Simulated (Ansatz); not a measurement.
Crystal: Si2Ni.

```xyz
3
Lattice="0.0000 2.7030 2.7030 2.7030 0.0000 2.7030 2.7030 2.7030 0.0000" Properties=species:S:1:pos:R:3 pbc="T T T"
Ni    0.0000    0.0000    0.0000
Si    4.0545    4.0545    4.0545
Si    1.3515    1.3515    1.3515
```

| Item | Value |
| --- | --- |
| Program | Ansatz 0.2.0 |
| Task | single point |
| Functional | PBE |
| Potentials or basis | Ansatz PAW |
| Cutoff | 420 eV (not typed: the program's choice for these potentials) |
| k mesh | 9 × 9 × 9 |
| Occupations | fermi-dirac, width 0.05 eV |
| Spin | collinear spin, ferromagnetic start |
| Starting moments | [1.0, 0.0, 0.0] μB |

On this cell: pressure 3.8 GPa; largest force zero by symmetry; net moment 0.00 μB per cell; band gap on the k mesh none (metal or under the smearing width).

The same run follows on a disturbed copy (atoms moved at random, drawn with an rms of 0.05 Å):

```
Ni Si
1.0
     0.00000    2.70300    2.70300
     2.70300    0.00000    2.70300
     2.70300    2.70300    0.00000
Ni Si
1 2
Direct
  0.00493 0.00989 0.99540
  0.75332 0.75088 0.76642
  0.24470 0.25296 0.25518
```

Problem. What does the disturbed cell give?

Solution. The energy (extrapolated to zero smearing) moves by +7.4 meV/atom; pressure 4.0 GPa; largest force 0.466 eV/Å; net moment 0.00 μB per cell; band gap on the k mesh none (metal or under the smearing width).

Forces in eV/Å, atoms in the order of the input:
```
Ni   0.177  0.250 -0.351
Si  -0.211 -0.409  0.065
Si   0.034  0.159  0.287
```

Stress tensor (GPa, compression positive):
```
4.02 0.70 1.55
0.70 4.09 0.64
1.55 0.64 3.95
```

Caveats: the starting moments weren't kept.
